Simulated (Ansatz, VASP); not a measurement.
# GaN in VASP and in Ansatz

```
Ga N
1.0
     3.18000    0.00000    0.00000
    -1.59000    2.75396    0.00000
     0.00000    0.00000    5.21766
Ga N
2 2
Direct
  0.33333 0.66667 0.00479
  0.66667 0.33333 0.50479
  0.33333 0.66667 0.38021
  0.66667 0.33333 0.88021
```

Change from the starting cell: z stretched by +1 %, ions relaxed.

Alike in both runs: functional PBE; k mesh 11 × 11 × 6; occupations fermi-dirac, width 0.02 eV; no spin polarisation.

Ansatz relaxed the structure, and its values are those at the end. VASP's run is a single point on that final structure, the one shown.

```csv
,VASP,Ansatz
version,VASP 6.6.1,Ansatz 0.2.0
potentials or method,"VASP PAW PBE potentials, release 64 (Ga_d, N)","plane-wave PAW, scalar-relativistic"
plane-wave cutoff (eV),520,420
valence electrons in the cell,36,36
```

```csv
,VASP,Ansatz,Ansatz less VASP
gap on the k mesh at the Fermi level (eV),1.88,1.87,-0.008
pressure (GPa),5.4,5.3,-0.07
```

Ansatz warned: «stress_scf_threshold_loose».
